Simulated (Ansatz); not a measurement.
# How Y stores the work of compression

Computed with Ansatz 0.2.0, DFT PBEsol, scalar-relativistic, plane waves, PAW. Settings: 420 eV cutoff, 14×14×14 k-mesh, Gaussian smearing of 0.10 eV, no spin polarisation.

Reference structure (relaxed):

```yaml
crystal:
  lattice:
    - [0.00000, 2.48847, 2.48847]
    - [2.48847, 0.00000, 2.48847]
    - [2.48847, 2.48847, 0.00000]
  atoms:
    - { symbol: Y, position: [0.00000, 0.00000, 0.00000] }
```

Cell and atoms were relaxed at each target pressure within the start's symmetry (Fm-3m), at zero temperature; other phases can be more stable under pressure. H = E + PV with P the target; E is the free energy at the smearing used, whose derivative the pressure is, per atom and counted from zero pressure. The mesh named is that at zero pressure; some other pressures ran on another.

```csv
P (GPa),V (Å³/atom),E − E0 (meV),H − H0 (meV)
0,30.820,0.0,0.0
3,28.892,17.3,558.2
8,26.508,96.9,1420.5
15,24.163,262.4,2524.7
30,20.802,722.6,4617.6
60,16.990,1751.1,8113.6
```

Q: Thermodynamics gives dH/dP = V along a relaxed path. Integrate V over P by the trapezoid rule and compare with the computed enthalpies.

A: With 1 eV/Å³ = 160.22 GPa, each step adds the mean volume times ΔP / 160.22:
```
P (GPa)  ∫V dP (meV) H − H0 (meV) difference (meV)
      3        559.0         558.2               0.8
      8       1423.5        1420.5               3.0
     15       2530.4        2524.7               5.7
     30       4635.3        4617.6              17.7
     60       8173.4        8113.6              59.8
```

V(P) curves upward, so the trapezoid rule runs high; integrating a smooth curve through the same points (P as a polynomial of degree 4 in ln V) puts that excess at about 56.5 meV at 60 GPa, against the 59.8 meV found. What is left comes from the shape of V(P) between points this far apart, and from the mesh, the smearing and the stress tolerance.

Q: At 60 GPa, how much of the enthalpy change is stored energy and how much is the PV term?

A: E rises by 1751 meV/atom and PV is 60 × 16.990 / 160.22 = 6362 meV/atom, so PV makes 78 % of ΔH. So between rival structures at high pressure a small difference in volume can outweigh the difference in energy: 1 % of this volume is worth 63.6 meV/atom at this pressure.

Q: What bulk modulus do the lowest pressures give?

A: From the pressures that the runs reached, -2.98 GPa (33.438 Å³) and 2.99 GPa (28.892 Å³), B = −ΔP/Δln V = 5.97 / 0.1461 = 41 GPa, a mean over that range.

This fcc form isn't the element's structure at ambient conditions.